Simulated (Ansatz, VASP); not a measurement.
## KCl: VASP beside Ansatz

Contents of INCAR:

```
SYSTEM = KCl
PREC     = Accurate       ! precision mode
ENCUT    = 520            ! plane-wave cutoff, eV
EDIFF    = 1E-7           ! SCF threshold, eV
ISMEAR   = -1             ! smearing method
SIGMA    = 0.05           ! smearing width, eV
LREAL    = .FALSE.        ! projectors in reciprocal space
LASPH    = .TRUE.         ! aspherical terms in the spheres
NELM     = 100            ! most SCF steps
ALGO     = Normal         ! electronic algorithm
ISIF     = 2              ! what is computed and relaxed
LWAVE    = .FALSE.        ! write WAVECAR
LCHARG   = .FALSE.        ! write CHGCAR
GGA      = PE             ! functional
NBANDS   = 15             ! bands
```

KPOINTS

```
Automatic mesh
0
G
  7 7 7
  0 0 0
```

File POSCAR:

```
KCl
1.0
    3.8646218801      0.0000000000      0.0000000000
    0.0000000000      3.8646218801      0.0000000000
    0.0000000000      0.0000000000      3.8646218801
K Cl
1 1
Direct
    0.0000000000      0.0000000000      0.0000000000
    0.5000000000      0.5000000000      0.5000000000
```

The input input.yaml:

```yaml
crystal:
  lattice:
    - [3.8646218801, 0.0, 0.0]
    - [0.0, 3.8646218801, 0.0]
    - [0.0, 0.0, 3.8646218801]
  atoms:
    - { symbol: K, position: [0.0, 0.0, 0.0] }
    - { symbol: Cl, position: [0.5, 0.5, 0.5] }
hamiltonian:
  xc: pbe
  pseudopotentials: { kind: paw }
kpoints:
  mp_grid: { grid: [7, 7, 7] }
scf:
  occupations: { method: fermi_dirac, width: 0.05 }
output:
  forces: true
  stress: true
  eigenvalues: true
```

Change from the starting cell: volume scaled by 1.02.

Alike in both runs: task single point; functional PBE; k mesh 7 × 7 × 7; occupations fermi-dirac, width 0.05 eV; no spin polarisation.

|  | VASP | Ansatz |
| --- | --- | --- |
| version | VASP 6.6.1 | Ansatz 0.2.0 |
| potentials or method | VASP PAW PBE potentials, release 64 (K_sv, Cl) | Ansatz PAW |
| plane-wave cutoff (eV) | 520 | 420 |
| valence electrons in the cell | 16 | 16 |

|  | VASP | Ansatz | Ansatz less VASP |
| --- | --- | --- | --- |
| gap on the k mesh at the Fermi level (eV) | 4.74 | 4.74 | +0.001 |
| least direct gap on the mesh (eV) | 4.91 | 4.92 | 0.000 |
| pressure (GPa) | -0.4 | -0.4 | -0.01 |

Caveats: an odd mesh through Γ misses points on the zone boundary, where band edges often lie (VASP); odd divisions of the mesh miss points on the zone boundary, where band edges often lie, so the gap on the mesh can be too wide (Ansatz).
